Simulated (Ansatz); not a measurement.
Here is an Ansatz 0.2.0 calculation.

Contents of input.yaml:

```yaml
crystal:
  lattice:
    - [0.0, 3.205, 3.205]
    - [3.205, 0.0, 3.205]
    - [3.205, 3.205, 0.0]
  atoms:
    - { symbol: Te, position: [0.75, 0.75, 0.75] }
    - { symbol: Cd, position: [0.0, 0.0, 0.0] }
hamiltonian:
  xc: rpbe
  pseudopotentials: { kind: paw }
  dispersion: d4
kpoints:
  mp_grid: { grid: [7, 7, 7] }
scf:
  occupations: { method: fermi_dirac, width: 0.05 }
output:
  forces: true
  stress: true
  write_density: true
  write_potential: true
  elf: true
  volumetric_format: npy
relax:
  f_tol: 0.01
  max_steps: 40
  cell: { stress_tol: 0.05 }
```

Potentials or basis: Ansatz PAW.

Command:

```bash
$ ansatz run input.yaml --threads 2 --pin off --max-ram 5120MiB --backend cpu --events-out ev --progress --plain --runs-dir out
```

Question: Estimate the space group after relaxing (to 0.05 Å).

Answer: F-43m (No. 216).

Question: Estimate the relaxed volume.

Answer: 34.60 Å³/atom.

Final structure:
```
CELL_PARAMETERS angstrom
0.00000 3.25857 3.25857
3.25857 0.00000 3.25857
3.25857 3.25857 0.00000
ATOMIC_POSITIONS crystal
Te 0.75000 0.75000 0.75000
Cd 0.00000 0.00000 0.00000
```

Caveat: the PAW data sets come from PBE, with cores solved anew for the run's functional, which leaves a small shift of forces and pressure. Zero-point motion and thermal expansion aren't in these numbers.
